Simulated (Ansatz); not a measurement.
# TiAl and the effect of the pressure

The cell as given:

Symmetry: Pm-3m, No. 221, cubic system. The conventional cell has a = 3.179 Å, b = 3.179 Å, c = 3.179 Å, α = 90.00°, β = 90.00°, γ = 90.00°. Ti (site symmetry m-3m) has 8 Al at 2.75 Å as nearest neighbours. Around Al (site symmetry m-3m) lie 8 Ti at 2.75 Å.

The cell comes from a database or a generator and needn't be the stable form of this composition.

Kept alike: task relaxation of cell and atoms; functional PBEsol; k mesh 8 × 8 × 8; occupations fermi-dirac, width 0.05 eV; no spin polarisation. Program: Ansatz, all-electron LAPW, scalar-relativistic. The mesh is that of the run's cell of 2 atoms. No spin-orbit coupling.

| run | volume (Å³/atom) |
| --- | --- |
| A | 15.125 |
| B | 15.732 |
| C | 13.795 |
| D | 14.616 |

The relaxations keep at least the cell's symmetry (Pm-3m). For a metal such a mesh leaves the last digits unconverged. Runs of this series that gave no sound value for these columns are left out. The runs follow the start's structure, whether or not it is the stable one at these pressures. P is the pressure aimed at, which the runs meet within some hundredths to tenths of a GPa.

**Question.** The runs differ in the pressure alone: 0; 5; 10; 20 GPa. Which run is which?

**Answer.** Run A is 5 GPa; run B is 0 GPa; run C is 20 GPa; run D is 10 GPa. The volume falls from 15.732 to 13.795 Å³/atom between 0 and 20 GPa. The volume falls ever more slowly, since the solid stiffens under load. At the pressures aimed at, which the runs meet within some tenths of a GPa, the step from 0 to 5 GPa gives a mean bulk modulus near 127 GPa, the last step 173 GPa.
